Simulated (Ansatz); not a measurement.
The system is Ni.

```xyz
1
Lattice="0.0000 1.7376 1.7376 1.7376 0.0000 1.7376 1.7376 1.7376 0.0000" Properties=species:S:1:pos:R:3 pbc="T T T"
Ni    0.0000    0.0000    0.0000
```

| Item | Value |
| --- | --- |
| Program | Ansatz 0.2.0 |
| Task | relaxation of cell and atoms |
| Functional | PBEsol |
| Dispersion | D3(BJ) |
| Potentials or basis | Ansatz PAW polarizable |
| Cutoff | 420 eV (not typed: the program's choice for these potentials) |
| k mesh | 13 × 13 × 13 |
| Occupations | fermi-dirac, width 0.025 eV |
| Spin | collinear spin, random start |
| Starting moments | [1.08] μB |
| Hubbard terms | Ni d U = 6.2 eV |

At the start: volume 10.49 Å³/atom.

Task: How do energy, volume and symmetry change on relaxing?

Result: It ends after 14 steps and the volume is 11.81 Å³/atom (+12.6 %); space group Fm-3m (No. 225, to 0.05 Å); moment 0.95 μB per cell.

Step by step:
| step | energy change (eV) | largest force (eV/Å) | volume (Å³) |
| --- | --- | --- | --- |
| 1 | 0.0000 | 0.0000 | 10.49 |
| 2 | -0.0002 | 0.0000 | 10.52 |
| 3 | -0.0003 | 0.0000 | 10.56 |
| 4 | -0.0003 | 0.0000 | 10.56 |
| 5 | -0.4077 | 0.0000 | 10.56 |
| 6 | -0.4421 | 0.0000 | 10.97 |
| 7 | -0.4631 | 0.0000 | 11.56 |
| 8 | -0.4649 | 0.0000 | 11.81 |
| 9 | -0.4649 | 0.0000 | 11.82 |
| 10 | -0.4649 | 0.0000 | 11.82 |
| 11 | -0.4650 | 0.0000 | 11.82 |
| 12 | -0.4650 | 0.0000 | 11.81 |
| 13 | -0.4650 | 0.0000 | 11.81 |
| 14 | -0.4650 | 0.0000 | 11.81 |

Final structure:
```xyz
1
Lattice="0.0000 1.8115 1.8115 1.8037 0.0078 1.8037 1.8115 1.8115 0.0000" Properties=species:S:1:pos:R:3 pbc="T T T"
Ni    0.0000    0.0000    0.0000
```

Caveat: the magnetic or orbital state may not be the lowest; the electronic state changed during the relaxation; the plane-wave basis is chosen anew once the cell has moved, so the energies of steps on either side of that aren't comparable; pairwise dispersion overbinds metals, which lowers pressure and volume; the PAW data sets come from PBE, with cores solved anew for the run's functional, which leaves a small shift of forces and pressure; the U is typed as a test and isn't derived for this compound.
